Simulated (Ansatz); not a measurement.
A (110) slab of Si$_{2}$Mo (I4/mmm (No. 139)), 5 planes, outer planes Si2Mo (top) and Si2Mo (bottom), with 15 atoms (Si10Mo5) in a surface cell of A = 17.643 Å², as cut from the bulk:

```yaml
crystal:
  lattice:
    - [4.51144, 0.00000, 0.00000]
    - [-2.25572, 3.91069, 0.00000]
    - [0.00000, 0.00000, 24.02288]
  atoms:
    - { symbol: Si, position: [0.16494, 0.32988, 0.31220] }
    - { symbol: Si, position: [0.83506, 0.67012, 0.31220] }
    - { symbol: Mo, position: [0.50000, 0.00000, 0.31220] }
    - { symbol: Si, position: [0.66494, 0.32988, 0.40610] }
    - { symbol: Si, position: [0.33506, 0.67012, 0.40610] }
    - { symbol: Mo, position: [0.00000, 0.00000, 0.40610] }
    - { symbol: Si, position: [0.16494, 0.32988, 0.50000] }
    - { symbol: Si, position: [0.83506, 0.67012, 0.50000] }
    - { symbol: Mo, position: [0.50000, 0.00000, 0.50000] }
    - { symbol: Si, position: [0.66494, 0.32988, 0.59390] }
    - { symbol: Si, position: [0.33506, 0.67012, 0.59390] }
    - { symbol: Mo, position: [0.00000, 0.00000, 0.59390] }
    - { symbol: Si, position: [0.16494, 0.32988, 0.68780] }
    - { symbol: Si, position: [0.83506, 0.67012, 0.68780] }
    - { symbol: Mo, position: [0.50000, 0.00000, 0.68780] }
```

Theory: Ansatz 0.2.0, DFT PBEsol, scalar-relativistic, plane waves, PAW. Plane waves to 420 eV, a k mesh through Γ of 9×9×1 on the computed 15-atom cell and Gaussian smearing (0.10 eV); no spin polarisation.

Against the same 15 atoms in the bulk, the slab as cut lies 5.523 eV higher and the relaxed slab 5.354 eV higher.

(1) Work out the surface energy before and after relaxation.

(2) What is the ideal work of this cut, per area?

Results:

(1) The slab has two faces, so γ = (E_slab − N·E_bulk)/(2A), the mean of both. As cut: 5.523/(2 × 17.643) = 0.1565 eV/Å², and 1 eV/Å² = 16.02 J/m², so γ = 2.51 J/m². Relaxed: 5.354/(2 × 17.643) = 0.1517 eV/Å² = 2.43 J/m². Relaxation recovers 3 % of the cost of cutting.

(2) Griffith's ideal work is 2γ: 5.01 J/m² if the new faces stay rigid, 4.86 J/m² if they relax. One thickness was run, 5 planes, so γ can still shift with it.